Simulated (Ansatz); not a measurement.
ZnS:

```
Zn S
1.0
     0.00000    2.70200    2.70200
     2.70200    0.00000    2.70200
     2.70200    2.70200    0.00000
Zn S
1 1
Direct
  0.75000 0.75000 0.75000
  0.00000 0.00000 0.00000
```

* Program: Ansatz 0.2.0
* Task: relaxation of cell and atoms
* Functional: B3LYP
* Potentials or basis: Ansatz PAW
* Cutoff: 420 eV (not typed: the program's choice for these potentials)
* k mesh: 5 × 5 × 5
* Occupations: fermi-dirac, width 0.05 eV
* Spin: no spin polarisation

At the start: volume 19.73 Å³/atom.

Q: Where does the relaxation end?

A: It ends after 5 steps and the volume is 20.76 Å³/atom (+5.2 %); space group F-43m (No. 216, to 0.05 Å).

The path:
```csv
step,energy change (eV),largest force (eV/Å),volume (Å³)
1,0.0000,0.0000,39.45
2,-0.0194,0.0000,40.65
3,-0.0231,0.0000,41.45
4,-0.0231,0.0000,41.52
5,-0.0240,0.0000,41.52
```

Final structure:
```xyz
2
Lattice="0.0000 2.7483 2.7483 2.7483 0.0000 2.7483 2.7483 2.7483 0.0000" Properties=species:S:1:pos:R:3 pbc="T T T"
Zn    4.1225    4.1225    4.1225
S     0.0000    0.0000    0.0000
```

Caveat: the plane-wave basis is chosen anew once the cell has moved, so the energies of steps on either side of that aren't comparable; the PAW data sets come from PBE, with cores solved anew for the run's functional, which leaves a small shift of forces and pressure.
